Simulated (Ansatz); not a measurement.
MnSb:

```xyz
4
Lattice="4.1500 0.0000 0.0000 -2.0750 3.5940 0.0000 0.0000 0.0000 5.7800" Properties=species:S:1:pos:R:3 pbc="T T T"
Sb    2.0750    1.1980    4.3350
Sb    0.0000    2.3960    1.4450
Mn    0.0000    0.0000    2.8900
Mn    0.0000    0.0000    0.0000
```

Base run:

```yaml
Program: Ansatz 0.2.0
Functional: PBE
Potentials_or_basis: Ansatz PAW
Cutoff: 800 eV
Density_cutoff: 3200 eV
k_mesh: 7 × 7 × 5
Occupations: fermi-dirac, width 0.05 eV
Spin: collinear spin, ferromagnetic start
Starting_moments: "[0.0, 0.0, 4.0, 4.0] μB"
```

Its results: band gap on the k mesh none (metal or under the smearing width); pressure -3.2 GPa; net moment 6.72 μB per cell; site moments Sb -0.12; Mn +3.44 μB.

Problem. The run is repeated on the same cell with these changes: cutoff from 800 eV to 420 eV (not typed: the program's choice for these potentials); hubbard terms from none to Mn d U = 7 eV; hubbard projectors from none to ortho-atomic (the default). What comes out?

Solution. Band gap on the k mesh none (metal or under the smearing width); pressure 13.1 GPa; net moment 8.28 μB per cell; site moments Sb -0.25; Mn +4.40 μB.

Caveats: only a ferromagnetic start was run, and an antiferromagnetic order may lie lower in energy; the magnetic or orbital state may not be the lowest (some runs); spin-orbit coupling is left out, which moves the levels of the heavy elements (some runs); the U is typed as a test and isn't derived for this compound (some runs).
